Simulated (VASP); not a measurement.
# C (Fd-3m) in VASP: notebook

Runs on C. Level: PBEsol. Tasks: single point.

All numbers are computed with VASP 6.6.1; they aren't measurements. Logs are shortened: lines on timing, memory, paths and dates and some standing lists are left out, and cuts for length are marked.

## (1) Starting point

The structure is cubic, space group Fd-3m (No. 227). Conventional cell: a = 3.555 Å, b = 3.555 Å, c = 3.555 Å, α = 90.00°, β = 90.00°, γ = 90.00°. C (site symmetry -43m) has 4 C at 1.54 Å as nearest neighbours.

This isn't the form of C at room conditions, which is graphite.

## (2) Single point, PBEsol

File INCAR:

```
ALGO = Normal
EDIFF = 1E-6
ENCUT = 700
GGA = PS
ISIF = 2
ISMEAR = 0
LASPH = T
LCHARG = F
LREAL = F
LWAVE = F
NELM = 80
PREC = Accurate
SIGMA = 0.02
```

File KPOINTS:

```
k-points
0
Gamma
  12 12 12
```

File POSCAR:

```
C
1.0
    0.0000000000      1.7774500000      1.7774500000
    1.7774500000      0.0000000000      1.7774500000
    1.7774500000      1.7774500000      0.0000000000
C
2
Direct
    0.5000000000      0.5000000000      0.5000000000
    0.7500000000      0.7500000000      0.7500000000
```

Potentials or basis: VASP PAW PBE potentials, release 64 (C).

Launch:

```bash
cat potpaw_PBE.64/C/POTCAR > POTCAR
mpirun -np 1 vasp_std > vasp.out
```

OUTCAR:

```text
EDIFF = 1E-6
   ENCUT = 700
   GGA = PS
   ISIF = 2
   ISMEAR = 0
   LASPH = T
   LREAL = F
   NELM = 80
   PREC = Accurate

 ion  position               nearest neighbor table
   1  0.500  0.500  0.500-   2 1.54   2 1.54   2 1.54   2 1.54
   2  0.750  0.750  0.750-   1 1.54   1 1.54   1 1.54   1 1.54

  LATTYP: Found a face centered cubic cell.
 ALAT       =     3.5549000000

  Lattice vectors:

 A1 = (   0.0000000000,   1.7774500000,   1.7774500000)
 A2 = (   1.7774500000,   0.0000000000,   1.7774500000)
 A3 = (   1.7774500000,   1.7774500000,   0.0000000000)

Analysis of symmetry for initial positions (statically):
=====================================================================
 Subroutine PRICEL returns:
 Original cell was already a primitive cell.

 Routine SETGRP: Setting up the symmetry group for a
 face centered cubic supercell.

 Subroutine GETGRP returns: Found 48 space group operations
 (whereof 24 operations were pure point group operations)
 out of a pool of 48 trial point group operations.

The static configuration has the point symmetry T_d .
 The point group associated with its full space group is O_h .

Analysis of symmetry for dynamics (positions and initial velocities):
=====================================================================
 Subroutine PRICEL returns:
 Original cell was already a primitive cell.

 Routine SETGRP: Setting up the symmetry group for a
 face centered cubic supercell.

 Subroutine GETGRP returns: Found 48 space group operations
 (whereof 24 operations were pure point group operations)
 out of a pool of 48 trial point group operations.

The dynamic configuration has the point symmetry T_d .
 The point group associated with its full space group is O_h .

 Subroutine INISYM returns: Found 48 space group operations
 (whereof 24 operations are pure point group operations),
 and found     1 'primitive' translations

----------------------------------------------------------------------------------------

                                     Primitive cell

  volume of cell :      11.2311

  direct lattice vectors                    reciprocal lattice vectors
     0.000000000  1.777450000  1.777450000    -0.281301865  0.281301865  0.281301865
     1.777450000  0.000000000  1.777450000     0.281301865 -0.281301865  0.281301865
     1.777450000  1.777450000  0.000000000     0.281301865  0.281301865 -0.281301865

  length of vectors
     2.513693896  2.513693896  2.513693896     0.487229122  0.487229122  0.487229122

  position of ions in fractional coordinates (direct lattice)
     0.500000000  0.500000000  0.500000000
     0.750000000  0.750000000  0.750000000
[... 85 lines left out ...]
   POTIM  = 0.5000    time-step for ionic-motion
   TEBEG  =    0.0;   TEEND  =   0.0 temperature during run
   PSTRESS=    0.0 pullay stress
   NELECT =       8.0000    total number of electrons
   NUPDOWN=      -1.0000    fix difference up-down
   EMIN   =  10.00;   EMAX   =-10.00  energy-range for DOS
   EFERMI =   0.00;   METHOD = LEGACY
   ISMEAR =     0;   SIGMA  =   0.02  broadening in eV -4-tet -1-fermi 0-gaus
   EFERMI_NEDOS =   21; number of points for ismear=-14 and -15
   IALGO  =     38    algorithm
   IMIX   =      4    mixing-type and parameters
     AMIX     =   0.40;   BMIX     =  1.00
     AMIX_MAG =   1.60;   BMIX_MAG =  1.00
  volume/ion in A,a.u.               =       5.62        37.90
  Fermi-wavevector in a.u.,A,eV,Ry     =   1.462056  2.762886 29.083932  2.137609
  Thomas-Fermi vector in A             =   2.578315
   LORBIT       =      0    0 simple, 1 ext, 2 COOP (PROOUT), +10 PAW based schemes
   GGA     = PS    functional components
   LHFCALC =     F    Hartree Fock is set to
   AEXX    =    0.0000 exact exchange contribution
   IVDW    =     0    specifies the selected vdW correction
   LEPSILON=     F    determine dielectric tensor
   LRPA    =     F    only Hartree local field effects (RPA)
 non-spin polarized calculation
 Gauss-broadening in eV      SIGMA  =   0.02
  energy-cutoff  :      700.00
  volume of cell :       11.23
 maximum number of plane-waves:       495
 NGX is ok and might be reduce to    24
   NGX = 11   NGY = 11   NGZ = 11

 number of electron       8.0000000 magnetization

 Free energy of the ion-electron system (eV)
  ---------------------------------------------------
  ext. energy  EPLUGINS =         0.00000000
  ---------------------------------------------------
  free energy    TOTEN  =       -19.26021161 eV

  energy without entropy =      -19.26021161  energy(sigma->0) =      -19.26021161

 E-fermi :  10.0423     XC(G=0): -13.4819

 val. band max:        9.8508272829   @ k =   0.0000   0.0000   0.0000
 cond. band min:      13.9107256672   @ k =   0.3333   0.3333   0.0000
 fundamental gap:      4.0598983843
 Fermi energy:        10.0422583718

 k-point     1 :       0.0000    0.0000    0.0000
  band No.  band energies     occupation
      1     -11.8040      2.00000
      2       9.8508      2.00000
      3       9.8508      2.00000
      4       9.8508      2.00000
      5      15.4182      0.00000
      6      15.4182      0.00000
      7      15.4182      0.00000
      8      23.4467      0.00000
[... 243 lines left out ...]
 k-point    24 :      -0.4167    0.1667    0.0000
  band No.  band energies     occupation
      1      -5.5181      2.00000
      2      -2.8519      2.00000
      3       4.3083      2.00000
      4       6.2085      2.00000
      5      17.3163      0.00000
      6      20.0879      0.00000
      7      21.1585      0.00000
      8      25.3050      0.00000

 [... further k-points ...]

------------------------ aborting loop because EDIFF is reached ----------------------------------------

  FORCE on cell =-STRESS in cart. coord.  units (eV):
  Direction    XX          YY          ZZ          XY          YZ          ZX
  --------------------------------------------------------------------------------------
  -------------------------------------------------------------------------------------
  Total       -0.0157092     -0.0157092     -0.0157092     -0.0000000      0.0000000     -0.0000000
  in kB       -2.2410085     -2.2410085     -2.2410085     -0.0000000      0.0000000     -0.0000000
  external PRESSURE =      -2.2410085 kB  Pullay stress =       0.0000000 kB

 VOLUME and BASIS-vectors are now :
 -----------------------------------------------------------------------------
  energy-cutoff  :      700.00
  volume of cell :       11.23
      direct lattice vectors                 reciprocal lattice vectors
     0.000000000  1.777450000  1.777450000    -0.281301865  0.281301865  0.281301865
     1.777450000  0.000000000  1.777450000     0.281301865 -0.281301865  0.281301865
     1.777450000  1.777450000  0.000000000     0.281301865  0.281301865 -0.281301865

 POSITION                                       TOTAL-FORCE (eV/Angst)
 -----------------------------------------------------------------------------------
      1.77745      1.77745      1.77745         0.000000      0.000000      0.000000
      2.66617      2.66617      2.66617        -0.000000     -0.000000     -0.000000
 -----------------------------------------------------------------------------------
    total drift:                                0.000000      0.000000      0.000000

  FREE ENERGIE OF THE ION-ELECTRON SYSTEM (eV)
  ---------------------------------------------------
  free  energy   TOTEN  =       -19.2602116087 eV

  energy  without entropy=      -19.2602116087  energy(sigma->0) =      -19.26021161
```

OSZICAR:

```text
N       E                     dE             d eps       ncg     rms          rms(c)
DAV:   1     0.318758004088E+01    0.31876E+01   -0.59418E+03  1200   0.122E+03
DAV:   2    -0.198009566410E+02   -0.22989E+02   -0.22111E+02  1928   0.131E+02
DAV:   3    -0.199408459808E+02   -0.13989E+00   -0.13989E+00  1216   0.133E+01
DAV:   4    -0.199410421223E+02   -0.19614E-03   -0.19614E-03  1648   0.528E-01
DAV:   5    -0.199410421938E+02   -0.71497E-07   -0.71497E-07  1192   0.646E-03    0.564E+00
DAV:   6    -0.194361359199E+02    0.50491E+00   -0.38753E-01  1200   0.486E+00    0.334E+00
DAV:   7    -0.192601591974E+02    0.17598E+00   -0.42823E-01  1376   0.517E+00    0.709E-01
DAV:   8    -0.192602008366E+02   -0.41639E-04   -0.15566E-03  1184   0.499E-01    0.304E-02
DAV:   9    -0.192602065028E+02   -0.56662E-05   -0.34407E-05  1680   0.560E-02    0.232E-02
DAV:  10    -0.192602117459E+02   -0.52430E-05   -0.32415E-06  1216   0.218E-02    0.458E-03
DAV:  11    -0.192602116087E+02    0.13712E-06   -0.29275E-08   616   0.176E-03
   1 F= -.19260212E+02 E0= -.19260212E+02  d E =-.319314E-44
```

stdout:

```text
POSCAR found type information on POSCAR C
 POSCAR found :  1 types and       2 ions
 scaLAPACK will be used
 -----------------------------------------------------------------------------
|                                                                             |
|                                                                             |
|     You enforced a specific xc type in the INCAR file but a different       |
|     I HOPE YOU KNOW WHAT YOU ARE DOING!                                     |
|                                                                             |
 -----------------------------------------------------------------------------

 LDA part: xc-table for (Slater+PW92), standard interpolation
 POSCAR, INCAR and KPOINTS ok, starting setup
 FFT: planning ... GRIDC
 FFT: planning ... GRID_SOFT
 FFT: planning ... GRID
 WAVECAR not read
 entering main loop
```

It used 4.4 s of CPU time on 1 thread of Intel(R) Xeon(R) Platinum 8488C (Sapphire Rapids), on a shared host, which was overloaded at the time.

What came out:

```yaml
Free_energy: -19.2602 eV
Pressure: -0.2 GPa
Band_gap_on_the_k_mesh: 4.06 eV, indirect (least direct gap 5.57 eV)
```

Caveat: the PAW data sets were made with another functional, which shifts forces and pressure a little. A k mesh can miss the band edges.

## (3) Single point, PBEsol

Edit INCAR of step 2 so:

```diff
@@ -2,3 +2,3 @@
 EDIFF = 1E-6
-ENCUT = 700
+ENCUT = 520
 GGA = PS
```

File KPOINTS:

```
k-points
0
Gamma
  16 16 16
```

POSCAR is that of step 2.

Potentials or basis: VASP PAW PBE potentials, release 64 (C).

Launch:

```bash
cat potpaw_PBE.64/C/POTCAR > POTCAR
mpirun -np 1 vasp_std > vasp.out
```

It took 11 s on 1 thread of Intel Xeon Platinum 8488C (Sapphire Rapids), shared host; peak memory 0.12 GiB.

It converged, with:

* Free energy: -19.2498 eV
* Pressure: 0.7 GPa
* Band gap on the k mesh: 4.03 eV, indirect (least direct gap 5.57 eV)

Levels at points of the mesh, in eV from the valence-band top:
```tsv
k point	band 1	band 2	band 3	band 4	band 5	band 6	band 7	band 8
(0.00, 0.00, 0.00)	-21.66	0.00	0.00	0.00	5.57	5.57	5.57	13.60
(0.50, 0.00, 0.00)	-15.77	-13.58	-2.84	-2.84	8.43	8.43	8.98	15.58
(0.50, 0.50, 0.00)	-12.85	-12.85	-6.40	-6.40	4.62	4.62	16.94	16.94
```

Caveat: the PAW data sets were made with another functional, which shifts forces and pressure a little. PBEsol gaps usually lie below the measured ones, often by a third to a half.

## (4) Single point, PBEsol

Edit INCAR of step 3 so:

```diff
@@ -12,2 +12,2 @@
 PREC = Accurate
-SIGMA = 0.02
+SIGMA = 0.5
```

File KPOINTS:

```
k-points
0
Gamma
  12 12 12
```

POSCAR is that of step 3.

Potentials or basis: VASP PAW PBE potentials, release 64 (C).

Launch:

```bash
cat potpaw_PBE.64/C/POTCAR > POTCAR
mpirun -np 1 vasp_std > vasp.out
```

OUTCAR:

```text
EDIFF = 1E-6
   ENCUT = 520
   GGA = PS
   ISIF = 2
   ISMEAR = 0
   LASPH = T
   LREAL = F
   NELM = 80
   PREC = Accurate

 ion  position               nearest neighbor table
   1  0.500  0.500  0.500-   2 1.54   2 1.54   2 1.54   2 1.54
   2  0.750  0.750  0.750-   1 1.54   1 1.54   1 1.54   1 1.54

  LATTYP: Found a face centered cubic cell.
 ALAT       =     3.5549000000

  Lattice vectors:

 A1 = (   0.0000000000,   1.7774500000,   1.7774500000)
 A2 = (   1.7774500000,   0.0000000000,   1.7774500000)
 A3 = (   1.7774500000,   1.7774500000,   0.0000000000)

Analysis of symmetry for initial positions (statically):
=====================================================================
 Subroutine PRICEL returns:
 Original cell was already a primitive cell.

 Routine SETGRP: Setting up the symmetry group for a
 face centered cubic supercell.

 Subroutine GETGRP returns: Found 48 space group operations
 (whereof 24 operations were pure point group operations)
 out of a pool of 48 trial point group operations.

The static configuration has the point symmetry T_d .
 The point group associated with its full space group is O_h .

Analysis of symmetry for dynamics (positions and initial velocities):
=====================================================================
 Subroutine PRICEL returns:
 Original cell was already a primitive cell.

 Routine SETGRP: Setting up the symmetry group for a
 face centered cubic supercell.

 Subroutine GETGRP returns: Found 48 space group operations
 (whereof 24 operations were pure point group operations)
 out of a pool of 48 trial point group operations.

The dynamic configuration has the point symmetry T_d .
 The point group associated with its full space group is O_h .

 Subroutine INISYM returns: Found 48 space group operations
 (whereof 24 operations are pure point group operations),
 and found     1 'primitive' translations

----------------------------------------------------------------------------------------

                                     Primitive cell
[... 116 lines left out ...]
   GGA     = PS    functional components
   LHFCALC =     F    Hartree Fock is set to
   AEXX    =    0.0000 exact exchange contribution
   IVDW    =     0    specifies the selected vdW correction
   LEPSILON=     F    determine dielectric tensor
   LRPA    =     F    only Hartree local field effects (RPA)
 non-spin polarized calculation
 Gauss-broadening in eV      SIGMA  =   0.50
  energy-cutoff  :      520.00
  volume of cell :       11.23
 maximum number of plane-waves:       311
   NGX =  9   NGY =  9   NGZ =  9

 number of electron       7.9999999 magnetization

 Free energy of the ion-electron system (eV)
  ---------------------------------------------------
  ext. energy  EPLUGINS =         0.00000000
  ---------------------------------------------------
  free energy    TOTEN  =       -19.24978832 eV

  energy without entropy =      -19.24978832  energy(sigma->0) =      -19.24978832

 E-fermi :  11.8695     XC(G=0): -13.4822

 val. band max:        9.8543425861   @ k =   0.0000   0.0000   0.0000
 cond. band min:      13.9127569491   @ k =   0.3333   0.3333   0.0000
 fundamental gap:      4.0584143630
 Fermi energy:        11.8694600138

 k-point     1 :       0.0000    0.0000    0.0000
  band No.  band energies     occupation
      1     -11.8023      2.00000
      2       9.8543      2.00000
      3       9.8543      2.00000
      4       9.8543      2.00000
      5      15.4209      0.00000
      6      15.4209      0.00000
      7      15.4209      0.00000
      8      23.4510      0.00000
[... 243 lines left out ...]
 k-point    24 :      -0.4167    0.1667    0.0000
  band No.  band energies     occupation
      1      -5.5145      2.00000
      2      -2.8482      2.00000
      3       4.3120      2.00000
      4       6.2122      2.00000
      5      17.3185      0.00000
      6      20.0917      0.00000
      7      21.1628      0.00000
      8      25.3125      0.00000

 [... further k-points ...]

------------------------ aborting loop because EDIFF is reached ----------------------------------------

  FORCE on cell =-STRESS in cart. coord.  units (eV):
  Direction    XX          YY          ZZ          XY          YZ          ZX
  --------------------------------------------------------------------------------------
  -------------------------------------------------------------------------------------
  Total        0.0478260      0.0478260      0.0478260      0.0000000      0.0000000      0.0000000
  in kB        6.8226377      6.8226377      6.8226377      0.0000000      0.0000000      0.0000000
  external PRESSURE =       6.8226377 kB  Pullay stress =       0.0000000 kB

 VOLUME and BASIS-vectors are now :
 -----------------------------------------------------------------------------
  energy-cutoff  :      520.00
  volume of cell :       11.23
      direct lattice vectors                 reciprocal lattice vectors
     0.000000000  1.777450000  1.777450000    -0.281301865  0.281301865  0.281301865
     1.777450000  0.000000000  1.777450000     0.281301865 -0.281301865  0.281301865
     1.777450000  1.777450000  0.000000000     0.281301865  0.281301865 -0.281301865

 POSITION                                       TOTAL-FORCE (eV/Angst)
 -----------------------------------------------------------------------------------
      1.77745      1.77745      1.77745         0.000000      0.000000      0.000000
      2.66617      2.66617      2.66617        -0.000000     -0.000000     -0.000000
 -----------------------------------------------------------------------------------
    total drift:                                0.000000     -0.000000      0.000000

  FREE ENERGIE OF THE ION-ELECTRON SYSTEM (eV)
  ---------------------------------------------------
  free  energy   TOTEN  =       -19.2497883182 eV

  energy  without entropy=      -19.2497883180  energy(sigma->0) =      -19.24978832
```

stdout:

```text
POSCAR found type information on POSCAR C
 POSCAR found :  1 types and       2 ions
 scaLAPACK will be used
 -----------------------------------------------------------------------------
|                                                                             |
|                                                                             |
|     You enforced a specific xc type in the INCAR file but a different       |
|     I HOPE YOU KNOW WHAT YOU ARE DOING!                                     |
|                                                                             |
 -----------------------------------------------------------------------------

 LDA part: xc-table for (Slater+PW92), standard interpolation
 POSCAR, INCAR and KPOINTS ok, starting setup
 FFT: planning ... GRIDC
 FFT: planning ... GRID_SOFT
 FFT: planning ... GRID
 WAVECAR not read
 entering main loop
```

It used 6.2 s of CPU time on 1 thread of Intel(R) Xeon(R) Platinum 8488C (Sapphire Rapids), on a shared host, which was overloaded at the time.

What came out:

```
Free energy            : -19.2498 eV
Pressure               : 0.7 GPa
Band gap on the k mesh : 4.06 eV, indirect (least direct gap 5.57 eV)
```

Levels at points of the mesh, in eV from the valence-band top:
```
           k point  band 1  band 2  band 3  band 4  band 5  band 6  band 7  band 8
(0.00, 0.00, 0.00)  -21.66    0.00    0.00    0.00    5.57    5.57    5.57   13.60
(0.50, 0.00, 0.00)  -15.77  -13.58   -2.84   -2.84    8.43    8.43    8.98   15.58
(0.50, 0.50, 0.00)  -12.85  -12.85   -6.40   -6.40    4.62    4.62   16.94   16.94
```

Caveat: the PAW data sets were made with another functional, which shifts forces and pressure a little. A k mesh can miss the band edges.

## (5) The runs side by side

```tsv
k mesh	cutoff (eV)	smearing	gap on the mesh (eV)	pressure (GPa)
12 × 12 × 12	700	gaussian 0.02 eV	4.06	-0.2
16 × 16 × 16	520	gaussian 0.02 eV	4.03	0.7
12 × 12 × 12	520	gaussian 0.5 eV	4.06	0.7
```

Alike in all rows: task single point; level PBEsol; potentials or basis VASP PAW PBE potentials, release 64 (C); no spin polarisation; cell as given.

On the cell as given the gap runs from 4.03 eV (PBEsol) to 4.06 eV (PBEsol); the meshes differ, which moves gaps too.

Caveats: the PAW data sets were made with another functional, which shifts forces and pressure a little.

Absolute energies hang on the potentials; compare differences alone.
